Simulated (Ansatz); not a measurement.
Isolated molecules relaxed with PBE0-D4/def2-TZVP in Ansatz; ΔE leaves out vibrations. CCSD(T)/CBS adds triple-zeta CCSD(T) − MP2 to the extrapolated MP2 energy (def2 sets, frozen cores). This one scheme is used for every species. Functionals use def2-TZVPP. HSE06 is defined as in plane-wave codes. Each species was taken in one conformer, which may not be the lowest.

Reaction (formal exchange of groups at a C–Si bond): `CC[SiH2]N` + `C=CCC` → `C=C(CC)CC` + `N[SiH3]`

`CC[SiH2]N`:

Z-matrix (Å, degrees):
```
C
C 1 1.526
H 1 1.093 2 111.4
H 1 1.093 2 111.7 3 120.1
H 1 1.093 2 111.5 3 -119.7
Si 2 1.871 1 113.2 3 60.7
H 2 1.095 1 110.9 3 -61.0
H 2 1.097 1 110.2 3 -178.0
N 6 1.724 2 110.3 1 178.7
H 6 1.498 2 107.4 1 53.0
H 6 1.490 2 111.3 1 -63.8
H 9 1.008 6 120.0 2 -61.1
H 9 1.007 6 119.1 2 157.3
```

`C=CCC`:

```xyz
12

C     1.204    0.204    1.574
C     0.614   -0.458    0.590
C     0.171    0.136   -0.705
C    -1.329   -0.014   -0.933
H     1.421    1.265    1.490
H     1.495   -0.285    2.497
H     0.410   -1.521    0.718
H     0.454    1.193   -0.737
H     0.706   -0.356   -1.527
H    -1.627   -1.066   -0.911
H    -1.895    0.506   -0.156
H    -1.624    0.396   -1.901
```

`C=C(CC)CC`:

Z-matrix (Å, degrees):
```
C
C 1 1.503
C 1 1.524 2 113.8
H 1 1.097 2 109.2 3 121.9
H 1 1.093 2 108.7 3 -122.6
C 2 1.330 1 121.2 3 121.9
C 2 1.502 1 117.6 3 -58.2
H 3 1.092 1 110.7 2 -177.3
H 3 1.092 1 111.8 2 62.9
H 3 1.093 1 110.9 2 -57.4
H 6 1.085 2 121.5 1 179.8
H 6 1.085 2 121.5 1 -0.3
C 7 1.524 2 113.8 1 -58.3
H 7 1.093 2 108.7 1 179.1
H 7 1.097 2 109.2 1 63.6
H 13 1.092 7 110.7 2 -177.4
H 13 1.093 7 110.9 2 -57.6
H 13 1.092 7 111.8 2 62.7
```

`N[SiH3]`:

```xyz
7

N    -0.334   -0.341    0.954
Si    0.254    0.110   -0.599
H    -1.318   -0.510    1.084
H     0.067    0.075    1.779
H    -0.306   -0.842   -1.593
H    -0.099    1.488   -1.056
H     1.736    0.020   -0.569
```

```
             level  ΔE (kJ/mol)
          HSE06-D4         24.8
RPA@PBE/def2-TZVPP         18.2
```

(1) What does CCSD(T)/CBS give? (Best estimate.)

Largest T1 diagnostic among the species: 0.010.

Results:

(1) Computed: +22.9 kJ/mol. The listed levels differ from it by 1.9, -4.7 kJ/mol.

In def2-TZVPP, CCSD(T) changes the Hartree–Fock value by −7.0 kJ/mol (the triples alone add −1.6 kJ/mol) and MP2 by −9.0 kJ/mol. Leaving LDA and LC-ωPBE aside and taking each functional with its dispersion term where it has one, the values, not all of them listed here, spread over 4.3 kJ/mol, from revPBE-D4 to B2PLYP. LDA lies −11.3 kJ/mol from PBE without D4. At CCSD(T), def2-SVP lies −13.3 kJ/mol from the extrapolated value and def2-TZVPP −1.9 kJ/mol.

CCSD(T)/CBS has its own doubt, a few kJ/mol and more with outer-core shells, so smaller differences from it don't rank the levels.
